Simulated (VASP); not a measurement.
Wanted: the native input for a VASP 6.6.1 run.

* Task: single point
* Functional: PBE
* Potentials or basis: VASP PAW PBE potentials, release 64 (P_GW)
* Cutoff: 550 eV
* k mesh: 8 × 8 × 6
* Occupations: gaussian, width 0.1 eV
* Spin: no spin polarisation
* Further INCAR settings: ALGO = Fast; EDIFF = 1e-06; NBANDS = 18

The structure of P lies in POSCAR:

```
P
5.708
    0.288672586563     -0.957434780151      0.000000000000
    0.288672586563      0.957434780151      0.000000000000
    0.000000000000      0.000000000000      0.796011841275
P
4
Direct
    0.9041431300      0.0958568700      0.5888151700
    0.0958568700      0.9041431300      0.4111848300
    0.5958568700      0.4041431300      0.0888151700
    0.4041431300      0.5958568700      0.9111848300
```

The input as run:

INCAR

```
SYSTEM = P
PREC = Accurate ; ENCUT = 550
EDIFF = 1E-6 ; ISMEAR = 0
SIGMA = 0.1 ; LREAL = .FALSE.
LASPH = .TRUE. ; NELM = 80
ALGO = Fast ; ISIF = 2
LWAVE = .FALSE. ; LCHARG = .FALSE.
GGA = PE ; NBANDS = 18
```

KPOINTS

```
regular mesh
0
G
  8 8 6
  0 0 0
```

Potentials or basis: VASP PAW PBE potentials, release 64 (P_GW).

Command:

```bash
$ cat potpaw_PBE.64/P_GW/POTCAR > POTCAR
$ mpirun -np 1 vasp_std > vasp.out
```

Results of the run:

```json
{"Pressure": "2.1 GPa", "Largest force": "0.347 eV/Å", "Band gap on the k mesh": "0.10 eV, direct"}
```

Wall time 2.8 min on 1 thread of Intel(R) Xeon(R) Platinum 8488C (Sapphire Rapids) (shared host), peak memory 0.32 GiB.
